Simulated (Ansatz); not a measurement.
Crystal: Cu.

```
Cu
1.0
    -1.44279    1.44279    1.37608
     1.44279   -1.44279    1.37608
     1.44279    1.44279   -1.37608
Cu
1
Direct
  0.00000 0.00000 0.00000
```

This isn't the form of Cu at room conditions, which is fcc.

* Program: Ansatz 0.2.0
* Task: relaxation of cell and atoms
* Functional: RPBE
* Dispersion: D3(BJ)
* Potentials or basis: Ansatz PAW
* Cutoff: 420 eV (not typed: the program's choice for these potentials)
* k mesh: 13 × 13 × 13
* Occupations: fermi-dirac, width 0.05 eV
* Spin: no spin polarisation

At the start: volume 11.46 Å³/atom.

Where does the relaxation end?

It ends after 11 steps and the volume is 9.75 Å³/atom (-14.9 %); space group Im-3m (No. 229, to 0.05 Å).

The path:
```tsv
step	energy change (eV)	largest force (eV/Å)	volume (Å³)
1	0.0000	0.0000	11.46
2	-0.1461	0.0000	10.46
3	-0.1795	0.0000	9.50
4	-0.1851	0.0000	9.78
5	-0.1854	0.0000	9.75
6	-0.1858	0.0000	9.74
7	-0.1858	0.0000	9.75
8	-0.1858	0.0000	9.75
9	-0.1831	0.0000	9.75
10	-0.1831	0.0000	9.75
11	-0.1831	0.0000	9.75
```

Final structure:
```
Cu
1.0
    -1.34609    1.34609    1.34576
     1.34609   -1.34609    1.34576
     1.34609    1.34609   -1.34576
Cu
1
Direct
  0.00000 0.00000 0.00000
```

Caveat: the plane-wave basis is chosen anew once the cell has moved, so the energies of steps on either side of that aren't comparable; pairwise dispersion overbinds metals, which lowers pressure and volume; the PAW data sets come from PBE, with cores solved anew for the run's functional, which leaves a small shift of forces and pressure.
